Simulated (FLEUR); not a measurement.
# CoO: which magnetic order is lowest, part 2 of 3

A self-consistent run ends on one state, which hangs on the start. Several orders of CoO are started in FLEUR and their energies compared.

FLEUR MaX-R8.1; PBEsol; all-electron FLAPW, Dirac cores, scalar-relativistic bands.

So far, largest spin moment in the muffin-tin sphere (μB): step 2 (start 1: ferro +) 2.60.

### 3. Order 2, typed as antiferro q=(1/2,1/2,1/2) +-

Reversing part of the moments tests the sign of the couplings between them.

This order needs a doubled cell of 4 atoms. The mesh is halved along the doubled vector, so that both cells sample the same points. The k list default-1 (kpts.xml, not shown) is a Γ-centred 5×10×10 mesh.

File inp.xml:

```
<?xml version="1.0" encoding="UTF-8" standalone="no"?>
<fleurInput fleurInputVersion="0.39">
   <comment>
      CoO
   </comment>
   <calculationSetup>
      <cutoffs Kmax="4.29" Gmax="12.9" GmaxXC="12.9" numbands="0"/>
      <scfLoop itmax="130" minDistance="0.00002" maxIterBroyd="15" imix="Anderson" alpha="0.05" precondParam="0.0" spinf="2.0" sdNocoIR="T"/>
      <coreElectrons ctail="T" frcor="F" kcrel="0" coretail_lmax="0"/>
      <xcFunctional name="PBEs" relativisticCorrections="F"/>
      <magnetism jspins="2"/>
      <soc l_soc="F" theta="0.0" phi="0.0" spav="F"/>
      <expertModes spex="0" secvar="F"/>
      <geometryOptimization l_f="F" forcealpha="1.0" forcemix="BFGS" epsdisp="0.00001" epsforce="0.00001"/>
      <ldaU l_linMix="F" mixParam="0.05" spinf="1.0"/>
   </calculationSetup>
   <cell>
      <bzIntegration valenceElectrons="46.0" mode="hist" fermiSmearingEnergy="0.00183747">
         <kPointListSelection listName="default-1"/>
         <xi:include xmlns:xi="http://www.w3.org/2001/XInclude" href="kpts.xml"> </xi:include>
      </bzIntegration>
      <xi:include xmlns:xi="http://www.w3.org/2001/XInclude" href="sym.xml"> </xi:include>
      <bulkLattice scale="1.0">
         <bravaisMatrix>
            <row-1>   -5.6994139917936000     5.6994139917936000     7.9642414459814272</row-1>
            <row-2>    0.0000000000000000     0.0000000000000000     7.9642414459814272</row-2>
            <row-3>    0.0000000000000000     5.6994139917936000     0.0000000000000000</row-3>
         </bravaisMatrix>
      </bulkLattice>
   </cell>
   <atomSpecies>
      <species name="Cobalt (Co3.000" element="Co" atomicNumber="27">
         <mtSphere radius="2.48" gridPoints="819" logIncrement="0.015"/>
         <atomicCutoffs lmax="10" lnonsphr="8"/>
         <electronConfig flipSpins="F">
            <coreConfig>(1s1/2) (2s1/2) (2p1/2) (2p3/2)</coreConfig>
            <valenceConfig>(3s1/2) (3p1/2) (3p3/2) (4s1/2) (3d3/2) (3d5/2)</valenceConfig>
            <stateOccupation state="(3d3/2)" spinUp="2.0" spinDown="0.8"/>
            <stateOccupation state="(3d5/2)" spinUp="3.0" spinDown="1.2"/>
         </electronConfig>
         <energyParameters s="4" p="4" d="3" f="4"/>
         <lo type="SCLO" l="0" n="3" eDeriv="0"/>
         <lo type="SCLO" l="1" n="3" eDeriv="0"/>
      </species>
      <species name="Cobalt (Co-3.000" element="Co" atomicNumber="27">
         <mtSphere radius="2.48" gridPoints="819" logIncrement="0.015"/>
         <atomicCutoffs lmax="10" lnonsphr="8"/>
         <electronConfig flipSpins="F">
            <coreConfig>(1s1/2) (2s1/2) (2p1/2) (2p3/2)</coreConfig>
            <valenceConfig>(3s1/2) (3p1/2) (3p3/2) (4s1/2) (3d3/2) (3d5/2)</valenceConfig>
            <stateOccupation state="(3d3/2)" spinUp="0.8" spinDown="2.0"/>
            <stateOccupation state="(3d5/2)" spinUp="1.2" spinDown="3.0"/>
         </electronConfig>
         <energyParameters s="4" p="4" d="3" f="4"/>
         <lo type="SCLO" l="0" n="3" eDeriv="0"/>
         <lo type="SCLO" l="1" n="3" eDeriv="0"/>
      </species>
      <species name="Oxygen (O)" element="O" atomicNumber="8">
         <mtSphere radius="1.4" gridPoints="463" logIncrement="0.023"/>
         <atomicCutoffs lmax="6" lnonsphr="4"/>
         <electronConfig flipSpins="F">
            <coreConfig>(1s1/2)</coreConfig>
            <valenceConfig>(2s1/2) (2p1/2) (2p3/2)</valenceConfig>
            <stateOccupation state="(2p1/2)" spinUp="0.666667" spinDown="0.666667"/>
            <stateOccupation state="(2p3/2)" spinUp="1.333333" spinDown="1.333333"/>
         </electronConfig>
         <energyParameters s="2" p="2" d="3" f="4"/>
      </species>
   </atomSpecies>
   <atomGroups>
      <atomGroup species="Cobalt (Co3.000">
         <relPos label="                   1">.0000000000 .0000000000 .0000000000</relPos>
         <force calculate="T" relaxXYZ="TTT"/>
      </atomGroup>
      <atomGroup species="Cobalt (Co-3.000">
         <relPos label="                   2">1.000/2.000 .0000000000 .0000000000</relPos>
         <force calculate="T" relaxXYZ="TTT"/>
      </atomGroup>
      <atomGroup species="Oxygen (O)">
         <relPos label="                   3">.0000000000 1.000/2.000 .0000000000</relPos>
         <force calculate="T" relaxXYZ="TTT"/>
      </atomGroup>
      <atomGroup species="Oxygen (O)">
         <relPos label="                   4">1.000/2.000 1.000/2.000 .0000000000</relPos>
         <force calculate="T" relaxXYZ="TTT"/>
      </atomGroup>
   </atomGroups>
   <output dos="F" band="F" slice="F">
      <bandDOS minEnergy="-.5*Htr" maxEnergy="0.5*Htr" sigma="0.015" storeEVData="T"/>
      <plotting iplot="0" polar="F">
         <plot TwoD="T" vec1="  1.0  0.0  0.0" vec2="  0.0  1.0  0.0" vec3="  0.0  0.0  1.0" zero="  0.0  0.0  0.0" file="plot"/>
      </plotting>
      <moessbauerParams electricFieldGradient="F" isomerShift="F" coreHyperfine="F" valenceHyperfine="F"/>
   </output>
</fleurInput>
```

File crystal.txt:

```
CoO
&input film=F cartesian=F /
-3.01600000000  3.01600000000  4.21449507540
0.00000000000  0.00000000000  4.21449507540
0.00000000000  3.01600000000  0.00000000000
1.8897261246
1.0 1.0 1.0

4
27 0.00000000000  0.00000000000  0.00000000000 : 3.000
27 0.50000000000  0.00000000000  0.00000000000 : -3.000
8 0.00000000000  0.50000000000  0.00000000000
8 0.50000000000  0.50000000000  0.00000000000

&kpt div1=5 div2=10 div3=10 gamma=T /
```

Launch:

```bash
OMP_NUM_THREADS=1 inpgen -f crystal.txt > inpgen.log  # inp.xml is then edited as shown
OMP_NUM_THREADS=1 mpirun -n 4 fleur_MPI > fleur.log
```

Output:

```text
[banner, memory and clock lines left out]
Welcome to FLEUR        (www.flapw.de)
      MaX-Release 8.1          (www.max-centre.eu)

 ========== k-point set info ==========
 Selected k-point list: default-1
 k-point list type: mesh
 0 x 0 x 0
 Number of k points: 144

 ------------Calculation Setup---------------------------
 Number of PE/node        :            4
 Number of OMP-threads    :            1
 k-points in parallel     :            4
 pe's per k-point         :            1
 No of k-point loops      :           36
 Eigenvalue solver        :       lapack
 Number of basis functions:          388
 Approximate size of matrices (H+S) per k-point:         0.002 GB
 Iteration:     1   Distance:      26.50805788 me/bohr^3
 Iteration:     2   Distance:      23.73489344 me/bohr^3
 Iteration:     3   Distance:      18.81978614 me/bohr^3
 Iteration:     4   Distance:      21.75533946 me/bohr^3
 Iteration:     5   Distance:       9.85612223 me/bohr^3
 Iteration:     6   Distance:       9.34846677 me/bohr^3
 Iteration:     7   Distance:       4.74723664 me/bohr^3
 Iteration:     8   Distance:       3.55064127 me/bohr^3
 Iteration:     9   Distance:       2.65347759 me/bohr^3
 Iteration:    10   Distance:       2.43646201 me/bohr^3
 Iteration:    11   Distance:       0.92464977 me/bohr^3
 Iteration:    12   Distance:       0.63115121 me/bohr^3
 Iteration:    13   Distance:       0.60955478 me/bohr^3
 Iteration:    14   Distance:       0.18909516 me/bohr^3
 Iteration:    15   Distance:       0.28991350 me/bohr^3
 Iteration:    16   Distance:       0.25464409 me/bohr^3
 Iteration:    17   Distance:       0.10934001 me/bohr^3
 Iteration:    18   Distance:       0.07467796 me/bohr^3
 Iteration:    19   Distance:       0.06716246 me/bohr^3
 Iteration:    20   Distance:       0.03855706 me/bohr^3
 Iteration:    21   Distance:       0.03859563 me/bohr^3
 Iteration:    22   Distance:       0.00847503 me/bohr^3
 Iteration:    23   Distance:       0.00684751 me/bohr^3
 Iteration:    24   Distance:       0.00076813 me/bohr^3
 Iteration:    25   Distance:       0.00042410 me/bohr^3
 Iteration:    26   Distance:       0.00018368 me/bohr^3
 Iteration:    27   Distance:       0.00011188 me/bohr^3
 Iteration:    28   Distance:       0.00001977 me/bohr^3

 ********************************************************************
 Run finished successfully
 Stop message:
   all done
 ********************************************************************

--- out.xml (last complete iteration) ---
<iteration numberForCurrentRun="   28" overallNumber="   28">
         [... left out ...]
         <bandgap value="0.0031428044" units="eV"/>
         <sumValenceSingleParticleEnergies value="-30.9150001652" units="Htr"/>
         <FermiEnergy value="0.3218161685" units="Htr"/>
         <valenceDensity>
            <mtCharges spin="1">
               <mtCharge atomType="1" total="9.3055751" s="1.1838170" p="3.2293857" d="4.8195747" f="0.0518117"/>
               <mtCharge atomType="2" total="6.9492109" s="1.1607675" p="3.2067153" d="2.5095840" f="0.0514846"/>
               <mtCharge atomType="3" total="2.1723064" s="0.6906415" p="1.4777407" d="0.0034735" f="0.0003855"/>
               <mtCharge atomType="4" total="2.2571529" s="0.7001617" p="1.5525515" d="0.0039285" f="0.0004310"/>
            </mtCharges>
            <mtCharges spin="2">
               <mtCharge atomType="1" total="6.9492109" s="1.1607675" p="3.2067153" d="2.5095840" f="0.0514846"/>
               <mtCharge atomType="2" total="9.3055751" s="1.1838170" p="3.2293857" d="4.8195747" f="0.0518117"/>
               <mtCharge atomType="3" total="2.2571529" s="0.7001617" p="1.5525515" d="0.0039285" f="0.0004310"/>
               <mtCharge atomType="4" total="2.1723064" s="0.6906415" p="1.4777407" d="0.0034735" f="0.0003855"/>
            </mtCharges>
            <spinDependentCharge spin="1" total="23.0000000" interstitial="2.3157548" mtSpheres="20.6842452"/>
            <spinDependentCharge spin="2" total="23.0000000" interstitial="2.3157548" mtSpheres="20.6842452"/>
            <totalCharge value="46.0000000000"/>
         </valenceDensity>
         [... left out ...]
         <magneticMomentsInMTSpheres units="muBohr">
            <globalMagMoment atomType="1" vec="0.00000   0.00000   2.35636"/>
            <localMagMoment atomType="1" vec="0.00000   0.00000   2.35636"/>
            <globalMagMoment atomType="2" vec="0.00000   0.00000  -2.35636"/>
            <localMagMoment atomType="2" vec="0.00000   0.00000  -2.35636"/>
            <globalMagMoment atomType="3" vec="0.00000   0.00000  -0.08485"/>
            <localMagMoment atomType="3" vec="0.00000   0.00000  -0.08485"/>
            <globalMagMoment atomType="4" vec="0.00000   0.00000   0.08485"/>
            <localMagMoment atomType="4" vec="0.00000   0.00000   0.08485"/>
         </magneticMomentsInMTSpheres>
         [... left out ...]
         <totalEnergy value="    -2934.4383590704" units="Htr">
            <sumOfEigenvalues value="    -1678.1794689145">
               <coreElectrons value="-1647.2644687493"/>
               <valenceElectrons value="-30.9150001652"/>
            </sumOfEigenvalues>
            <densityCoulombPotentialIntegral value="-4477.9819768083"/>
            <densityEffectivePotentialIntegral value="-4652.6356884452"/>
            <chargeDenXCDenIntegral value="-133.4329397546"/>
            <FockExchangeEnergyValence value="0.0000000000"/>
            <FockExchangeEnergyCore value="0.0000000000"/>
         [... left out ...]
            <tkbTimesEntropy value="0.0027302943"/>
            <freeEnergy value="-2934.4410893647"/>
            <extrapolationTo0K value="-2934.4397242175"/>
         </totalEnergy>
         <densityConvergence units="me/bohr^3">
            <chargeDensity spin="1" distance="0.0000130197"/>
            <chargeDensity spin="2" distance="0.0000128627"/>
            <overallChargeDensity distance="0.0000167056"/>
            <spinDensity distance="0.0000197698"/>
         </densityConvergence>
      </iteration>
```

Wall time 98 s (4 MPI ranks of Intel Xeon 6975P-C (Granite Rapids), shared host); peak memory 0.46 GiB.

Spin moment in the muffin-tin sphere by atom:

```tsv
atom	spin moment in the muffin-tin sphere (μB)
Co1	2.36
Co2	-2.36
O3	-0.08
O4	0.08
```

Numbers from this step:

| Quantity | Value |
| --- | --- |
| free energy | -79850.2099 eV |
| program's band gap on this mesh (in a metal only a level spacing) | 0.003143 eV |
| magnetization | 0 μB |
| final state | antiferromagnetic |

It lies 86.2 meV a seeded atom over the first start, and its largest moment is 2.36 μB against 2.60 μB.

### 4. Start 3: antiferro q=(0,1/2,0) +-

Another pattern of signs weighs the neighbour shells otherwise.

The cell is doubled to 4 atoms to hold this order. The mesh is halved along the doubled vector, so that both cells sample the same points. The k list default-1 (kpts.xml, not shown) is a Γ-centred 10×5×10 mesh.

Changes to inp.xml since step 3:

```diff
@@ -24,5 +24,5 @@
          <bravaisMatrix>
-            <row-1>   -5.6994139917936000     5.6994139917936000     7.9642414459814272</row-1>
-            <row-2>    0.0000000000000000     0.0000000000000000     7.9642414459814272</row-2>
-            <row-3>    0.0000000000000000     5.6994139917936000     0.0000000000000000</row-3>
+            <row-1>   -2.8497069958968000     2.8497069958968000     3.9821207229907136</row-1>
+            <row-2>    5.6994139917936000    -5.6994139917936000     7.9642414459814272</row-2>
+            <row-3>    2.8497069958968000     2.8497069958968000    -3.9821207229907136</row-3>
          </bravaisMatrix>
@@ -75,3 +75,3 @@
       <atomGroup species="Cobalt (Co-3.000">
-         <relPos label="                   2">1.000/2.000 .0000000000 .0000000000</relPos>
+         <relPos label="                   2">.0000000000 1.000/2.000 .0000000000</relPos>
          <force calculate="T" relaxXYZ="TTT"/>
@@ -79,7 +79,4 @@
       <atomGroup species="Oxygen (O)">
-         <relPos label="                   3">.0000000000 1.000/2.000 .0000000000</relPos>
-         <force calculate="T" relaxXYZ="TTT"/>
-      </atomGroup>
-      <atomGroup species="Oxygen (O)">
-         <relPos label="                   4">1.000/2.000 1.000/2.000 .0000000000</relPos>
+         <relPos label="                   3">1.000/2.000 1.000/4.000 .0000000000</relPos>
+         <relPos label="                   4">1.000/2.000 -1.000/4.000 .0000000000</relPos>
          <force calculate="T" relaxXYZ="TTT"/>
```

File crystal.txt:

```
CoO
&input film=F cartesian=F /
-1.50800000000  1.50800000000  2.10724753770
3.01600000000  -3.01600000000  4.21449507540
1.50800000000  1.50800000000  -2.10724753770
1.8897261246
1.0 1.0 1.0

4
27 0.00000000000  0.00000000000  0.00000000000 : 3.000
27 0.00000000000  0.50000000000  0.00000000000 : -3.000
8 0.50000000000  0.25000000000  0.00000000000
8 0.50000000000  0.75000000000  0.00000000000

&kpt div1=10 div2=5 div3=10 gamma=T /
```

Output:

```text
[banner, memory and clock lines left out]
Welcome to FLEUR        (www.flapw.de)
      MaX-Release 8.1          (www.max-centre.eu)

 ========== k-point set info ==========
 Selected k-point list: default-1
 k-point list type: mesh
 10 x 5 x 10
 Number of k points: 252

 [... set-up left out ...]
 Iteration:     1   Distance:      25.82079032 me/bohr^3
 Iteration:     2   Distance:      22.88880337 me/bohr^3
 Iteration:     3   Distance:      14.88894715 me/bohr^3
 Iteration:     4   Distance:      12.24612932 me/bohr^3
 Iteration:     5   Distance:       6.97688453 me/bohr^3
[...]
<sumOfEigenvalues value="    -1678.2989153981">
               <coreElectrons value="-1647.3091651870"/>
               <valenceElectrons value="-30.9897502111"/>
            </sumOfEigenvalues>
         [... left out ...]
            <freeEnergy value="-2934.4580943631"/>
            <extrapolationTo0K value="-2934.4569958865"/>
         </totalEnergy>
         <densityConvergence units="me/bohr^3">
            <chargeDensity spin="1" distance="0.0000041911"/>
            <chargeDensity spin="2" distance="0.0000041854"/>
            <overallChargeDensity distance="0.0000056515"/>
            <spinDensity distance="0.0000061827"/>
         </densityConvergence>
      </iteration>
```

Elapsed: 2.9 min, on 4 MPI ranks; peak memory 0.53 GiB; 12 min of CPU time.

Spin moment in the muffin-tin sphere by atom:

```tsv
atom	spin moment in the muffin-tin sphere (μB)
Co1	2.43
Co2	-2.43
O3	0.00
O4	0.00
```

This step gave:

* free energy: -79850.6726 eV
* program's band gap on this mesh (in a metal only a level spacing): 5.17e-6 eV
* magnetization: 0 μB
* final state: antiferromagnetic

It lies 145 meV a seeded atom under the first start, and its largest moment is 2.43 μB against 2.60 μB.

[end of part 2 of 3]

[Logs and program files are shortened in this print: banners, set-up blocks, solver, clock and traceback lines can be left out without a mark of their own.]

[Logs are printed without paths, hosts, clocks, repeated set-up lines and the standing remarks that a program may print on its own settings, such as how far it seeks lower states.]

[Hosts, paths, dates, database ids (printed as entryN), source tags and the programs' standing remarks are cut or masked in the printed files.]

[Where a cell is said to come from a database of computed structures, the database is the Materials Project.]
